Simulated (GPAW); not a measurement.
Crystal: MnO2.

```
Mn O
1.0
     2.85496    0.00000    0.00000
    -1.42748    2.47246    0.00000
     0.00000    0.00000   10.22174
Mn O
2 4
Direct
  0.00000 0.00000 0.50000
  0.00000 0.00000 0.00000
  0.66667 0.33333 0.40686
  0.66667 0.33333 0.09314
  0.33333 0.66667 0.59314
  0.33333 0.66667 0.90686
```

Measurements of this composition are mostly on another form, of space group No. 136.

Program: GPAW 26.7.0. Alike in all runs: spin collinear, ferromagnetic start; cell as given; smearing fermi-dirac 0.05 eV.

Problem. Order these runs on this cell by their pressure, lowest first.
A. level LDA; potentials or basis the program's PAW data sets (release 1.2.1) made for this functional, pw; k mesh 9 × 9 × 2; cutoff (eV) 600; maxiter 120; convergence default
B. level PBEsol; potentials or basis PAW data sets generated in the run's folder for this functional, pw; k mesh 7 × 7 × 2; cutoff (eV) 800; maxiter 150; band path GMKGALHA,LM,KH; band points 100
C. level LDA; potentials or basis the program's PAW data sets (release 1.2.1) made for this functional, pw; k mesh 7 × 7 × 2; cutoff (eV) 800; maxiter 150; band path GMKGALHA,LM,KH; band points 100

Solution. A (-12.3 GPa), C (-7.2 GPa), B (0.4 GPa).

Caveats: only a ferromagnetic start was run, and an antiferromagnetic order may lie lower in energy; the cutoff is short for stress and forces, so pressures can be off by a GPa or more (some runs).

Not every run made on this cell is shown here.
